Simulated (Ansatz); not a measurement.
CsPbI$_{3}$:
```
CELL_PARAMETERS angstrom
      6.23832     0.00000     0.00000
      0.00000     6.23832     0.00000
      0.00000     0.00000     6.23832
ATOMIC_POSITIONS crystal
  Cs 0.50000 0.50000 0.50000
  Pb 0.00000 0.00000 0.00000
  I  0.00000 0.00000 0.50000
  I  0.50000 0.00000 0.00000
  I  0.00000 0.50000 0.00000
```

Relaxed with PBEsol. Special points in fractions of this cell's reciprocal vectors: Γ (0.000, 0.000, 0.000); X (0.000, 0.500, 0.000); M (0.500, 0.500, 0.000); R (0.500, 0.500, 0.500).

Problem. List the band energies nearest the valence-band maximum at these points for plane-wave PAW PBEsol with spin–orbit coupling (Ansatz code).

Solution. In eV from the valence-band maximum; about four levels below and three above (degenerate sets whole), none deeper than 8.9 eV; points with the same levels are listed once.

```json
[
 {"k": "Γ", "below": "-1.22 -1.22 -1.22 -1.22", "above": "2.66 2.66 3.66 3.66 3.66 3.66"},
 {"k": "X", "below": "-1.40 -1.40 -1.00 -1.00", "above": "1.75 1.75 4.22 4.22"},
 {"k": "M", "below": "-1.12 -1.12 -0.44 -0.44", "above": "0.91 0.91 2.09 2.09"},
 {"k": "R", "below": "-0.86 -0.86 -0.86 -0.86 0.00 0.00", "above": "0.07 0.07 1.55 1.55 1.55 1.55"}
]
```

Space group Pm-3m (cubic perovskite). This is a known high-temperature phase of the composition, computed here at zero pressure and temperature. The PBEsol relaxation kept the symmetry of its start; of distortions, only those at the zone centre were tested, and some modes there are weakly imaginary.

Potentials: the later of the program's two PAW sets.
